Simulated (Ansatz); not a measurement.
How much do the gradients of HfO₂ depend on the method?

Cell: a structure deposited in the COD, its atoms then relaxed with PBE in this cell.

Space group P2_1/c (No. 14); a = 5.1180, b = 5.1857, c = 5.2841 Å, β = 99.35°.

```
site  Wyckoff  site symmetry       x       y       z
  Hf       4e              1  0.2767  0.0419  0.2081
  O5       4e              1  0.4466  0.7584  0.4803
  O9       4e              1  0.0726  0.3393  0.3389
```

One atom of each set is listed.

First run. Level of theory: DFT, PBE, plane waves and PAW, scalar-relativistic, 420 eV cutoff, Γ-centred 6×6×6 k-points, Fermi–Dirac smearing 0.02 eV (Ansatz 0.2.0).

```json
{"site": "Hf", "V_zz (10²¹ V/m²)": "12.69", "η": "0.16"}
{"site": "O5", "V_zz (10²¹ V/m²)": "1.07", "η": "1.00"}
{"site": "O9", "V_zz (10²¹ V/m²)": "-1.32", "η": "0.88"}
```

Second run. The same atoms and settings, except that spin–orbit coupling is included (fully relativistic PAW files).

Question: What does the second run give?

Answer: 

```tsv
site	V_zz	η	change of V_zz
Hf	12.82	0.16	+0.13
O5	-1.07	1.00	–
O9	-1.35	0.87	-0.03
```

The largest change of V_zz along a kept axis is on Hf, from 12.69 to 12.82. In per cent, |V_zz| changes by +1 on Hf, +2 on O (all sites that start above 0.5, bar those whose gradient vanishes or changes sign or whose main axis turns by over 40°). On O5 the largest principal value lies along another axis in the second run, so the two V_zz can't be compared directly.

At this cell the principal stresses reach 5 GPa in size with PBE, which can matter for small gradients.
